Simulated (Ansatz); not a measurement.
Formation energy of NaH

Computed with Ansatz (plane waves, PAW, 420 eV cutoff): PBE, scalar-relativistic, no spin polarisation, 12×12×12 k-mesh, Gaussian smearing of 0.05 eV; PAW files: Ansatz's generated set soft_2.

The chain of runs began from a cell as deposited in COD, expanded in volume.

It takes space group Fm-3m (No. 225, cubic). The conventional cell has a = 4.833 Å, b = 4.833 Å, c = 4.833 Å, α = 90.00°, β = 90.00°, γ = 90.00°. Na (site symmetry m-3m) is surrounded by 6 H at 2.42 Å. Around H (site symmetry m-3m) lie 6 Na at 2.42 Å. (Shells end 15 % past the nearest neighbour.)

The elements were computed in their standard states (gases as isolated molecules) with the same datasets, cutoff and functional. Total energies depend on the potentials used, so only differences within one code and one set of settings carry meaning.

Energy of the relaxed cell (2 atoms, smearing extrapolated to zero): -1502.681 eV. Elements, in eV/atom: Na -1486.415, H -15.872.

Problem. What is the formation energy?

Solution. [-1502.681 − (1 × -1486.415 + 1 × -15.872)] / 2 = -0.20 eV/atom, or -19 kJ per mole of atoms.

The value is for 0 K, without zero-point energy and without any correction for the binding of gas molecules. A negative value shows stability against the elements alone, not against other compounds or structures.

Bader charges against formal ones: Na +0.80 (+1), H −0.80 (−1). The cations give up 80 % of the formal charge; Bader charges stay under formal ones because the anions' density reaches into the cations' basins, though a share this high marks a strongly ionic bond.

Formal charges Na⁺, H⁻ balance and leave closed shells on every ion, so a band insulator is expected, and the gap is 3.76 eV.

Kohn–Sham gaps of semilocal functionals lie under measured ones, often by a third or more.
